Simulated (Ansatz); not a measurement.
The system is NiO2.

```
Ni O
1.0
     2.91215    0.00000    0.00000
    -1.45608    2.52200    0.00000
     0.00000    0.00000   10.55527
Ni O
2 4
Direct
  0.00000 0.00000 0.50000
  0.00000 0.00000 0.00000
  0.33333 0.66667 0.58908
  0.33333 0.66667 0.91092
  0.66667 0.33333 0.41092
  0.66667 0.33333 0.08908
```

The cell comes from a database or a generator and needn't be the stable form of this composition.

- Program: Ansatz 0.2.0
- Task: relaxation of cell and atoms
- Functional: PBEsol
- Potentials or basis: Ansatz PAW
- Cutoff: 420 eV (not typed: the program's choice for these potentials)
- k mesh: 10 × 10 × 3
- Occupations: fermi-dirac, width 0.05 eV
- Spin: collinear spin, ferromagnetic start
- Starting moments: [1.0, 1.0, 0.0, 0.0, 0.0, 0.0] μB

At the start: volume 12.92 Å³/atom.

Task: Where does the relaxation end?

Result: It ends after 9 steps and the volume is 12.12 Å³/atom (-6.2 %); space group P6_3/mmc (No. 194, to 0.05 Å); moment 0.00 μB per cell.

Step by step:
```tsv
step	energy change (eV)	largest force (eV/Å)	volume (Å³)
1	0.0000	1.0326	77.52
2	-0.3325	0.7386	73.82
3	-0.4588	0.1082	71.41
4	-0.4597	0.0235	72.24
5	-0.4587	0.0025	72.48
6	-0.4578	0.0030	72.68
7	-0.4454	0.0027	72.68
8	-0.4455	0.0027	72.72
9	-0.4457	0.0030	72.72
```

Final structure:
```
CELL_PARAMETERS angstrom
2.78341 0.00000 0.00000
-1.39170 2.41050 0.00000
0.00000 0.00000 10.83835
ATOMIC_POSITIONS crystal
Ni 0.00000 0.00000 0.50000
Ni 0.00000 0.00000 0.00000
O 0.33333 0.66667 0.58614
O 0.33333 0.66667 0.91386
O 0.66667 0.33333 0.41386
O 0.66667 0.33333 0.08614
```

Caveat: the plane-wave basis is chosen anew once the cell has moved, so the energies of steps on either side of that aren't comparable; the pressure holds a Pulay correction of +0.8 GPa for the finite cutoff; the PAW data sets come from PBE, with cores solved anew for the run's functional, which leaves a small shift of forces and pressure; the starting moments weren't kept.
